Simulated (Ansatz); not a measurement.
## Eigenvalues along a path: W (fcc type)

```
CELL_PARAMETERS angstrom
0.00000 1.93466 1.93466
1.93466 0.00000 1.93466
1.93466 1.93466 0.00000
ATOMIC_POSITIONS crystal
W 0.00000 0.00000 0.00000
```

The cell comes from a relaxation on PAW files under the same functional, begun from a prototype that needn't be the stable phase.

Level of theory: DFT with PBE, scalar-relativistic, in Ansatz 0.2.0; a Γ-centred 18×18×18 k mesh, Fermi–Dirac smearing of 0.1 eV, no spin polarisation. LAPW: all electrons, basis error target 1 meV/atom.

This run: volume at 0.88 of the series' base cell.

Spin–orbit coupling is left out, which matters for the heavy atoms.

Path points, in fractions of the reciprocal vectors: Γ (0.000, 0.000, 0.000), X (0.500, 0.000, 0.500), U (0.625, 0.250, 0.625), K (0.375, 0.375, 0.750), L (0.500, 0.500, 0.500), W (0.500, 0.250, 0.750). The distance column jumps between branches of the path. Levels in eV from the Fermi level; bands 20 to 25, counted from the lowest band of the run. The gap is zero, the pressure 46.4 GPa.

```
# k(1/Å) point b20 b21 b22 b23 b24 b25
0.000 Γ -9.61 -0.74 -0.74 -0.74 2.99 2.99
0.203 - -9.34 -1.02 -0.58 -0.58 2.63 3.08
0.406 - -8.58 -1.73 -0.09 -0.09 1.71 3.35
0.609 - -7.47 -2.62 0.60 0.72 0.72 3.77
0.812 - -6.35 -3.52 -0.16 1.81 1.81 4.30
1.015 - -5.82 -4.29 0.13 3.15 3.15 4.88
1.218 - -5.98 -4.88 1.51 4.67 4.67 5.42
1.421 - -6.29 -5.24 3.13 5.81 6.13 6.13
1.624 X -6.42 -5.36 3.90 5.95 6.87 6.87
1.696 - -6.39 -5.34 3.73 5.86 6.84 7.06
1.767 - -6.31 -5.26 3.31 5.62 6.77 7.55
1.839 - -6.18 -5.12 2.78 5.27 6.65 8.20
1.911 - -6.02 -4.93 2.21 4.84 6.49 8.93
1.983 - -5.82 -4.69 1.65 4.38 6.29 9.71
2.054 - -5.61 -4.39 1.09 3.91 6.05 9.77
2.126 - -5.38 -4.07 0.57 3.46 5.77 9.23
2.198 U -5.14 -3.75 0.08 3.02 5.47 8.77
3.192 K -5.14 -3.75 0.08 3.02 5.47 8.77
3.408 - -4.36 -2.99 -1.18 1.90 4.43 8.10
3.623 - -3.85 -2.70 -2.04 1.16 3.31 8.25
3.838 - -4.57 -2.48 -1.91 0.85 2.21 7.45
4.054 - -5.87 -2.50 -0.96 0.96 1.21 5.58
4.269 - -7.25 -2.15 -0.29 0.38 1.42 3.92
4.484 - -8.47 -1.57 -0.24 -0.24 2.09 3.11
4.699 - -9.31 -0.99 -0.62 -0.57 2.72 2.97
4.915 Γ -9.61 -0.74 -0.74 -0.74 2.99 2.99
5.090 - -9.41 -0.90 -0.65 -0.65 2.89 2.89
5.266 - -8.84 -1.28 -0.41 -0.41 2.70 2.70
5.442 - -8.01 -1.67 -0.21 -0.21 2.66 2.66
5.618 - -7.15 -1.78 -0.24 -0.24 3.05 3.05
5.794 - -6.55 -1.34 -0.48 -0.48 3.86 3.86
5.969 - -6.32 -0.76 -0.76 -0.37 4.83 4.83
6.145 - -6.29 -0.96 -0.96 0.67 5.64 5.64
6.321 L -6.30 -1.03 -1.03 1.13 5.97 5.97
6.465 - -6.17 -1.23 -0.91 0.93 5.92 6.26
6.608 - -5.78 -1.75 -0.56 0.44 5.79 7.02
6.752 - -5.19 -2.40 -0.20 0.01 5.56 8.04
6.895 - -4.48 -3.05 -0.85 0.74 5.31 9.14
7.039 - -3.73 -3.61 -1.43 1.41 5.26 10.24
7.182 - -4.03 -3.02 -1.88 1.67 5.71 10.60
7.326 - -4.29 -2.47 -2.16 1.55 6.49 11.02
7.469 W -4.38 -2.25 -2.25 1.44 6.88 12.03
7.571 - -4.50 -2.94 -1.50 1.63 6.88 11.76
7.672 - -4.80 -3.56 -0.68 2.16 6.88 11.16
7.774 - -5.19 -4.09 0.18 2.90 6.88 10.44
7.875 - -5.59 -4.54 1.07 3.75 6.88 9.63
7.977 - -5.94 -4.90 1.97 4.58 6.87 8.77
8.078 - -6.20 -5.15 2.84 5.29 6.87 7.92
8.180 - -6.37 -5.31 3.57 5.78 6.87 7.19
8.281 X -6.42 -5.36 3.90 5.95 6.87 6.87
```
